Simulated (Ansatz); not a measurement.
Te2Mo:

```
Te Mo
1.0
     6.33000    0.00000    0.00000
     0.00000    3.46900    0.00000
    -0.94679    0.00000   13.82762
Te Mo
8 4
Cartesian
  5.4013 2.6018 8.3588
  -0.0181 0.8672 5.4688
  4.9099 0.8672 11.7728
  0.4733 2.6018 2.0548
  1.7550 2.6018 12.3826
  3.6282 0.8672 1.4450
  2.1916 0.8672 8.9658
  3.1917 2.6018 4.8618
  4.2299 2.6018 13.7253
  1.1533 0.8672 0.1023
  3.8493 0.8672 6.8225
  1.5339 2.6018 7.0051
```

Base run:

| Property | Result |
| --- | --- |
| Program | Ansatz 0.2.0 |
| Functional | PBEsol |
| Potentials or basis | Ansatz PAW |
| Cutoff | 420 eV |
| Density cutoff | 1680 eV |
| k mesh | 4 × 8 × 2 |
| Occupations | fermi-dirac, width 0.05 eV |
| Spin | no spin polarisation |
| Hubbard terms | Mo d U = 7 eV |

Its results: band gap on the k mesh none (metal or under the smearing width); pressure 1.1 GPa; largest force 0.467 eV/Å.

Question: After a change of settings the same cell gave: band gap on the k mesh none (metal or under the smearing width); pressure 0.1 GPa; largest force 0.425 eV/Å. Which change was it?
A. hubbard terms from Mo d U = 7 eV to none; hubbard projectors from ortho-atomic (the default) to none
B. functional from PBEsol to LDA; hubbard terms from Mo d U = 7 eV to none; hubbard projectors from ortho-atomic (the default) to none
C. functional from PBEsol to BLYP; hubbard terms from Mo d U = 7 eV to none; hubbard projectors from ortho-atomic (the default) to none
D. hubbard terms from Mo d U = 7 eV to Mo d U = 6.2 eV

Answer: D.

Caveats: U without spin polarisation on a metal has little footing; the PAW data sets come from PBE, with cores solved anew for the run's functional, which leaves a small shift of forces and pressure; the U is typed as a test and isn't derived for this compound.

Not every run made on this cell is shown here.
